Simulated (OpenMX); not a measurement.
NaI:

```
CELL_PARAMETERS angstrom
0.00000 3.23640 3.23640
3.23640 0.00000 3.23640
3.23640 3.23640 0.00000
ATOMIC_POSITIONS crystal
I 0.50000 0.50000 0.50000
Na 0.00000 0.00000 0.00000
```

Base run:

| Item | Value |
| --- | --- |
| Program | OpenMX 3.8.5 |
| Functional | LDA |
| Potentials or basis | OpenMX 2013 LDA set, I7.0-s3p2d2f1, Na9.0-s3p2d1, grid cutoff 500 Ry |
| k mesh | 7 × 7 × 7 |
| Occupations | fermi-dirac, width 0.05 eV |
| Spin | no spin polarisation |

Its results: band gap on the k mesh 3.46 eV, direct; pressure -1.4 GPa.

Problem. The run is repeated on the same cell with these changes: functional from LDA to PBE; potentials or basis from OpenMX 2013 LDA set, I7.0-s3p2d2f1, Na9.0-s3p2d1, grid cutoff 500 Ry to OpenMX 2013 PBE set, I7.0-s3p2d2f1, Na9.0-s3p2d1, grid cutoff 500 Ry. What comes out?

Solution. Band gap on the k mesh 3.74 eV, direct; pressure 0.7 GPa.

Caveats: spin-orbit coupling is left out, which moves the levels of the heavy elements; the basis of atomic orbitals isn't converged, which shifts pressures, moduli and gaps.
